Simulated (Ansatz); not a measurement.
# Li (Im-3m) in Ansatz: further runs

Runs on Li. Level: revPBE. Tasks: single point, equation of state.

Everything below comes from runs of Ansatz 0.2.0. Logs are shortened: lines on timing, memory, paths and dates and some standing lists are left out, and cuts for length are marked.

## (1) The structure

The structure is cubic, space group Im-3m (No. 229). The conventional cell has a = 3.509 Å, b = 3.509 Å, c = 3.509 Å, α = 90.00°, β = 90.00°, γ = 90.00°. Li (site symmetry m-3m) has 8 Li at 3.04 Å as nearest neighbours.

## (2) Single point, revPBE, 20.31 Å³/atom (volume scaled by 0.94)

The input, input.yaml:

```yaml
crystal:
  lattice:
    - [-1.7188307657, 1.7188307657, 1.7188307657]
    - [1.7188307657, -1.7188307657, 1.7188307657]
    - [1.7188307657, 1.7188307657, -1.7188307657]
  atoms:
    - { symbol: Li, position: [0.0, 0.0, 0.0] }
hamiltonian:
  xc: revpbe
  pseudopotentials: { kind: paw }
kpoints:
  mp_grid: { grid: [11, 11, 11] }
scf:
  occupations: { method: fermi_dirac, width: 0.05 }
output:
  forces: true
  stress: true
  eigenvalues: true
  write_density: true
  write_potential: true
  elf: true
  volumetric_format: npy
```

Potentials or basis: Ansatz PAW.

Run with:

```bash
$ ansatz run input.yaml --threads 2 --pin off --max-ram 5120MiB --backend cpu --events-out ev --progress --plain --runs-dir out
```

Output:

```text
Warning: RAYON_NUM_THREADS=2 ignored (pool sized by the plan → 2); use --threads N
Engine: ansatz 0.2.0, aarch64-unknown-linux-gnu
Pseudopotentials: kind: paw
Pseudopotential: Li, paw, valence charge 3, recommended cutoff 420 eV (normal), Li.paw.azcp
Functional definition: revPBE
  parameter kappa = 1.245
  parameter beta = 0.06672455060314922
  exchange = pbe_x(kappa = kappa, mu = beta*pi^2/3)
  correlation = pbe_c(beta = beta)
Crystal: 1 atoms, lattice volume = 20.312 Å³
Basis set: ecut = 420 eV, 381 PW (Γ), exchange–correlation on 40×40×40 points (8 copies of the dense FFT grid, shifted against one another)
Bands: 6, of which v1, the nominal top of the filled ones, is band 2 counted from 1 (1 counted from 0)
Symmetry: 48 space group operations
Space group: Im-3m (ITA 229), of the structure as read, at distance tolerance 2.7e-5 Å
k-points: 56 of 1331
Non-local potential: Li, projectors of the file, l = 0: 3, l = 1: 2, l = 2: 1
PAW form: soft (Blöchl's): semilocal exchange-correlation on the pseudo side does not see the compensation charge
PAW one-centre angular grid: Li, 110 points (default); XC on 64 Gauss nodes
Initial density: superposition of atomic densities (neutral atoms: chi_scale 0, normalization atom), corrected by the library's trained network
Initial wavefunctions: pseudopotential atomic-orbital guess
Functional: x = revpbe(κ = 1.245, μ = 0.2195149727645171), c = pbe(β = 0.06672455060314922)
SCF iter   1: F=—  HF=-205.262942 eV  |F-HF|=—  |Δ(HF+E_count)|=         —  Δρ=1.21e-3  dr2=8.56e-5  ethr=1.77e-3  ⟨swp⟩=4.2  Hψ=2643  notcnv=0
preconditioner: auto → none  [metal: Δε(μ)=0.177 eV  Ē_g=10.712 eV  σ=0.050 eV  W_gap=0.49  n_scr=0 (ndim 8)  ℏωp=8.2 eV  f_vac=0.000  D(μ)=0.47/eV (n_scr^D=0)]
SCF iter   2: F=—  HF=-205.262732 eV  |F-HF|=—  |Δ(HF+E_count)|=   2.10e-4  Δρ=5.17e-4  dr2=1.67e-5  ethr=2.85e-6  ⟨swp⟩=2.1  Hψ=845  notcnv=0
SCF iter   3: F=—  HF=-205.262690 eV  |F-HF|=—  |Δ(HF+E_count)|=   4.22e-5  Δρ=2.85e-5  dr2=1.72e-7  ethr=5.57e-7  ⟨swp⟩=2.0  Hψ=407  notcnv=0
iter 4 did not close the SCF: its close was put off for the readings that it lacked (scf_convergence_deferred on its scf_iter line)
SCF iter   4: F=-205.262690 eV  HF=-205.262690 eV  |F-HF|=2.31e-9  |Δ(HF+E_count)|=   1.21e-7  Δρ=4.10e-6  dr2=1.46e-9  ethr=5.73e-9  ⟨swp⟩=2.0  Hψ=406  notcnv=0
iter 5 did not close the SCF: its close was put off for the readings that it lacked (scf_convergence_deferred on its scf_iter line)
SCF iter   5: F=-205.262690 eV  HF=-205.262690 eV  |F-HF|=1.09e-11  |Δ(HF+E_count)|=   1.97e-9  Δρ=5.32e-7  dr2=2.69e-11  ethr=4.87e-11  ⟨swp⟩=2.5  Hψ=407  notcnv=0
SCF iter   6: F=-205.262690 eV  HF=-205.262690 eV  |F-HF|=2.84e-14  |Δ(HF+E_count)|=  1.26e-11  Δρ=1.61e-8  dr2=2.78e-14  ethr=1.00e-12  ⟨swp⟩=2.8  Hψ=1103  notcnv=0
SCF 1 converged in 6 iterations: F = -205.262690 eV  dr2 = 2.78e-14
SCF converged after 6 iterations
Free energy (F): -205.262690 eV
Harris-Foulkes:  -205.262690 eV  (|F-HF|=2.84e-14)
Internal energy: -205.259007 eV  (E = F + TS)
E sigma→0 (E₀):  -205.260848 eV
Entropy (-TS):   -0.003682 eV (-3.682 meV/atom)
Fermi energy:    1.108501 eV
--- Per-component energies (eV) ---
  E_band       = -91.405916
  E_kinetic    = 21.196817
  E_local      = -132.285594  (includes V_loc(G=0)·N_el)
  E_nonlocal   = -33.275148
  E_hartree    = 39.299745
  E_xc         = -10.139071
  E_vxc        = -12.971086  (∫ρ·V_xc dr)
  E_paw        = -21.457811  (= ΣΔE_a)
  E_vpaw       = -12.670394  (= ΣTr[D̂ρ^β])
  E_aug_tail   = 0.000001  (compensation charges beyond the density's cutoff)
  E_ewald      = -68.597946
  E_smearing   = -0.003682  (= −TS)
  E_closure    = -0.000000  (closes the sum)
  Σ components = -205.262690   (vs F -205.262690, Δ=0.00e0)
--- Forces (eV/Å), atoms counted from 1 ---
  atom   1  Li     0.00000000     0.00000000     0.00000000
  max |Σ_I F_I| component: 1.05e-32 eV/Å
--- Stress (GPa, compression-positive) ---
        0.544083       0.000000      -0.000000
        0.000000       0.544083      -0.000000
       -0.000000       0.000000       0.544083
  P = ⅓ Tr σ = 0.5441 GPa (5.441 kbar)
--- Band table (eV; the first three rows and the last of 56) ---
  k-point 0: bands = ["-45.5667", "-2.5029", "15.8757", "15.8757", "15.8757", "20.4320"]
  k-point 1: bands = ["-45.5653", "-2.3451", "14.7508", "15.1295", "15.5874", "18.7044"]
  k-point 2: bands = ["-45.5613", "-1.8713", "12.0104", "13.8609", "14.8516", "17.2267"]
  k-point 55: bands = ["-45.5358", "5.6395", "6.7676", "6.7676", "8.9121", "9.9713"]
```

Wall time 0.5 s (2 threads of Arm Neoverse V1, shared host); peak memory 0.24 GiB.

What came out:

```
Free energy            : -205.2627 eV
Pressure               : 0.5 GPa
Band gap on the k mesh : none (metal or under the smearing width)
```

Caveat: the potentials were made for another functional, which shifts forces and pressure.

## (3) Single point, revPBE, 20.74 Å³/atom (volume scaled by 0.96)

The input, input.yaml:

```yaml
crystal:
  lattice:
    - [-1.7309356065, 1.7309356065, 1.7309356065]
    - [1.7309356065, -1.7309356065, 1.7309356065]
    - [1.7309356065, 1.7309356065, -1.7309356065]
  atoms:
    - { symbol: Li, position: [0.0, 0.0, 0.0] }
hamiltonian:
  xc: revpbe
  pseudopotentials: { kind: paw }
kpoints:
  mp_grid: { grid: [11, 11, 11] }
scf:
  occupations: { method: fermi_dirac, width: 0.05 }
output:
  forces: true
  stress: true
  eigenvalues: true
```

Potentials or basis: Ansatz PAW.

Run with:

```bash
$ ansatz run input.yaml --threads 2 --pin off --max-ram 5120MiB --backend cpu --events-out ev --progress --plain --runs-dir out
```

It took 0.4 s on 2 threads of Arm Neoverse V1, shared host; peak memory 0.24 GiB.

It converged, with:

```
Free energy            : -205.2637 eV
Pressure               : 0.2 GPa
Band gap on the k mesh : none (metal or under the smearing width)
```

Caveat: the potentials were made for another functional, which shifts forces and pressure.

## (4) Single point, revPBE, 21.18 Å³/atom (volume scaled by 0.98)

The input, input.yaml:

```yaml
crystal:
  lattice:
    - [-1.7428734707, 1.7428734707, 1.7428734707]
    - [1.7428734707, -1.7428734707, 1.7428734707]
    - [1.7428734707, 1.7428734707, -1.7428734707]
  atoms:
    - { symbol: Li, position: [0.0, 0.0, 0.0] }
hamiltonian:
  xc: revpbe
  pseudopotentials: { kind: paw }
kpoints:
  mp_grid: { grid: [11, 11, 11] }
scf:
  occupations: { method: fermi_dirac, width: 0.05 }
output:
  forces: true
  stress: true
  eigenvalues: true
  write_density: true
  write_potential: true
  elf: true
  volumetric_format: npy
```

Run with:

```bash
$ ansatz run input.yaml --threads 2 --pin off --max-ram 5120MiB --backend cpu --events-out ev --progress --plain --runs-dir out
```

Run time: 0.49 s. Hardware: 2 threads of Arm Neoverse V1, shared host; peak memory 0.25 GiB.

It converged, with:

```
Free energy            : -205.2640 eV
Pressure               : 0.0 GPa
Band gap on the k mesh : none (metal or under the smearing width)
```

Caveat: the potentials were made for another functional, which shifts forces and pressure.

## (5) Single point, revPBE, 21.61 Å³/atom

input.yaml: that of step 4 with these lines changed.

```diff
@@ -2,5 +2,5 @@
   lattice:
-    - [-1.7428734707, 1.7428734707, 1.7428734707]
-    - [1.7428734707, -1.7428734707, 1.7428734707]
-    - [1.7428734707, 1.7428734707, -1.7428734707]
+    - [-1.75465, 1.75465, 1.75465]
+    - [1.75465, -1.75465, 1.75465]
+    - [1.75465, 1.75465, -1.75465]
   atoms:
```

Run with:

```bash
$ ansatz run input.yaml --threads 2 --pin off --max-ram 5120MiB --backend cpu --events-out ev --progress --plain --runs-dir out
```

Run time: 0.5 s. Hardware: 2 threads of Arm Neoverse V1, shared host; peak memory 0.25 GiB.

It converged, with:

* Free energy: -205.2636 eV
* Pressure: -0.3 GPa
* Band gap on the k mesh: none (metal or under the smearing width)

Caveat: the potentials were made for another functional, which shifts forces and pressure.

## (6) Single point, revPBE, 22.04 Å³/atom (volume scaled by 1.02)

The input, input.yaml:

```yaml
crystal:
  lattice:
    - [-1.7662705373, 1.7662705373, 1.7662705373]
    - [1.7662705373, -1.7662705373, 1.7662705373]
    - [1.7662705373, 1.7662705373, -1.7662705373]
  atoms:
    - { symbol: Li, position: [0.0, 0.0, 0.0] }
hamiltonian:
  xc: revpbe
  pseudopotentials: { kind: paw }
kpoints:
  mp_grid: { grid: [11, 11, 11] }
scf:
  occupations: { method: fermi_dirac, width: 0.05 }
output:
  forces: true
  stress: true
  eigenvalues: true
```

Potentials or basis: Ansatz PAW.

Run with:

```bash
$ ansatz run input.yaml --threads 2 --pin off --max-ram 5120MiB --backend cpu --events-out ev --progress --plain --runs-dir out
```

It took 0.43 s on 2 threads of Arm Neoverse V1, shared host; peak memory 0.24 GiB.

Results (log left out):

- Free energy: -205.2625 eV
- Pressure: -0.5 GPa
- Band gap on the k mesh: none (metal or under the smearing width)

Caveat: the potentials were made for another functional, which shifts forces and pressure.

## (7) Single point, revPBE, 22.47 Å³/atom (volume scaled by 1.04)

The input, input.yaml:

```yaml
crystal:
  lattice:
    - [-1.7777401479, 1.7777401479, 1.7777401479]
    - [1.7777401479, -1.7777401479, 1.7777401479]
    - [1.7777401479, 1.7777401479, -1.7777401479]
  atoms:
    - { symbol: Li, position: [0.0, 0.0, 0.0] }
hamiltonian:
  xc: revpbe
  pseudopotentials: { kind: paw }
kpoints:
  mp_grid: { grid: [11, 11, 11] }
scf:
  occupations: { method: fermi_dirac, width: 0.05 }
output:
  forces: true
  stress: true
  eigenvalues: true
  write_density: true
  write_potential: true
  elf: true
  volumetric_format: npy
```

Run with:

```bash
$ ansatz run input.yaml --threads 2 --pin off --max-ram 5120MiB --backend cpu --events-out ev --progress --plain --runs-dir out
```

It took 0.51 s on 2 threads of Arm Neoverse V1, shared host; peak memory 0.25 GiB.

Results (log left out):

```yaml
Free_energy: -205.2608 eV
Pressure: -0.7 GPa
Band_gap_on_the_k_mesh: none (metal or under the smearing width)
```

Caveat: the potentials were made for another functional, which shifts forces and pressure.

## (8) Single point, revPBE, 22.91 Å³/atom (volume scaled by 1.06)

The input, input.yaml:

```yaml
crystal:
  lattice:
    - [-1.7890636389, 1.7890636389, 1.7890636389]
    - [1.7890636389, -1.7890636389, 1.7890636389]
    - [1.7890636389, 1.7890636389, -1.7890636389]
  atoms:
    - { symbol: Li, position: [0.0, 0.0, 0.0] }
hamiltonian:
  xc: revpbe
  pseudopotentials: { kind: paw }
kpoints:
  mp_grid: { grid: [11, 11, 11] }
scf:
  occupations: { method: fermi_dirac, width: 0.05 }
output:
  forces: true
  stress: true
  eigenvalues: true
```

Run with:

```bash
$ ansatz run input.yaml --threads 2 --pin off --max-ram 5120MiB --backend cpu --events-out ev --progress --plain --runs-dir out
```

Run time: 0.43 s. Hardware: 2 threads of Arm Neoverse V1, shared host; peak memory 0.24 GiB.

It converged, with:

```
Free energy            : -205.2586 eV
Pressure               : -0.9 GPa
Band gap on the k mesh : none (metal or under the smearing width)
```

Caveat: the potentials were made for another functional, which shifts forces and pressure.

## (9) Equation of state, revPBE

Potentials or basis: Ansatz PAW.

This step only gathers the single runs of the series.

What came out:

* Equilibrium volume: 21.12 Å³/atom
* Bulk modulus: 13.0 GPa
* Pressure derivative of the bulk modulus: 3.3

Energy against volume, from the lowest point:
| volume (Å³/atom) | energy (meV/atom) |
| --- | --- |
| 20.312 | 1.33 |
| 20.744 | 0.28 |
| 21.177 | 0.00 |
| 21.609 | 0.44 |
| 22.041 | 1.52 |
| 22.473 | 3.21 |
| 22.905 | 5.45 |

Caveat: the potentials were made for another functional, which shifts forces and pressure.

## (10) Against experiment

Step 9. The cell as given is a measured one (21.61 Å³/atom); revPBE puts the equilibrium volume -2.3 % from it, thermal expansion not counted.
